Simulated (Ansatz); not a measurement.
## MgTe (zincblende): G0W0 against its settings

MgTe built on the zincblende prototype, relaxed with r2SCAN; one-shot G0W0 in Ansatz without spin-orbit coupling. Simulation only: spin-unpolarised, and no claim that this is the phase found in nature.

```yaml
crystal:
  lattice:
    - [0.00000, 3.23311, 3.23311]
    - [3.23311, 0.00000, 3.23311]
    - [3.23311, 3.23311, 0.00000]
  atoms:
    - { symbol: Mg, position: [0.00000, 0.00000, 0.00000] }
    - { symbol: Te, position: [0.25000, 0.25000, 0.25000] }
```

Gaps are read over the mesh points alone. G0W0 here is at a finite number of bands, screening cutoff and k mesh, not at the basis limit.
```csv
start,potentials,frequency model,mesh,empty bands,screening cutoff (eV),Kohn-Sham gap (eV),G0W0 gap (eV)
PBE,PAW,contour deformation,4×4×4,153,100,2.41,3.58
PBE,PAW,contour deformation,4×4×4,370,180,2.41,3.62
PBE,PAW,contour deformation,4×4×4,719,260,2.41,3.64
HSE06,PAW,contour deformation,4×4×4,370,180,3.28,4.06
r2SCAN,PAW,contour deformation,4×4×4,370,180,3.10,3.98
PBE0,PAW,contour deformation,4×4×4,370,180,3.94,4.28
PBE,PAW,Godby-Needs pole,4×4×4,370,180,2.41,3.67
PBE,PAW,contour deformation,6×6×6,109,80,2.42,3.57
PBE,norm-conserving,contour deformation,4×4×4,370,180,2.40,3.58
```

G0W0 moves the gap on the mesh from 2.41 eV (PBE) to 3.64 eV (direct at Γ). Renormalisation factors Z lie between 0.75 and 0.80.

Raising bands and cutoff together moves the gap by +0.04 eV (100 to 180 eV), then +0.02 eV (180 to 260 eV); the last step is small, which bounds nothing strictly. Starting from HSE06 (3.28 eV against PBE's 2.41 eV) gives 4.06 eV, +0.44 eV from G0W0@PBE at the same screening cutoff. Starting from r2SCAN (3.10 eV against PBE's 2.41 eV) gives 3.98 eV, +0.36 eV from G0W0@PBE at the same screening cutoff. Starting from PBE0 (3.94 eV against PBE's 2.41 eV) gives 4.28 eV, +0.66 eV from G0W0@PBE at the same screening cutoff. The Godby-Needs plasmon pole differs from contour deformation by +0.05 eV. Norm-conserving potentials (wave cutoff 1143 eV against 420 eV) shift the quasiparticle gap by -0.04 eV and the PBE gap by -0.01 eV. r2SCAN runs take a wave cutoff of 500 eV.
